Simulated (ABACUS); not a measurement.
## Pt in ABACUS: the effect of target pressure

Pt:

```
CELL_PARAMETERS angstrom
2.76067 0.00000 0.00000
-1.38033 2.39081 0.00000
0.00000 0.00000 4.79213
ATOMIC_POSITIONS crystal
Pt 0.33333 0.66667 0.25000
Pt 0.66667 0.33333 0.75000
```

This isn't the form of Pt at room conditions, which is fcc.

Alike in all runs:

```yaml
Program: ABACUS 3.10.1
Task: relaxation of cell and atoms
Functional: PBE
Potentials_or_basis: PseudoDojo NC SR 0.4.1 PBE standard
Cutoff: 1143 eV
Density_cutoff: 4572 eV
Basis: plane waves
k_mesh: 8 × 8 × 4
Occupations: fermi-dirac, width 0.05 eV
Spin: no spin polarisation
```

Each run relaxes the cell or the atoms first.

```tsv
target pressure	relaxed volume (Å³/atom)
0 GPa	15.72
5 GPa	15.41
10 GPa	15.15
20 GPa	?
30 GPa	14.29
```

**Question.** What does the run with target pressure 20 GPa give?

**Answer.** Relaxed volume 14.68 Å³/atom.

Worked out: In Murnaghan's law V^(-B') rises as a straight line in P. The other rows fit best with B' = 5.2, V0 = 15.72 Å³/atom and B0 = 243 GPa, which gives 14.68 Å³/atom at 20 GPa, against the run's 14.68.
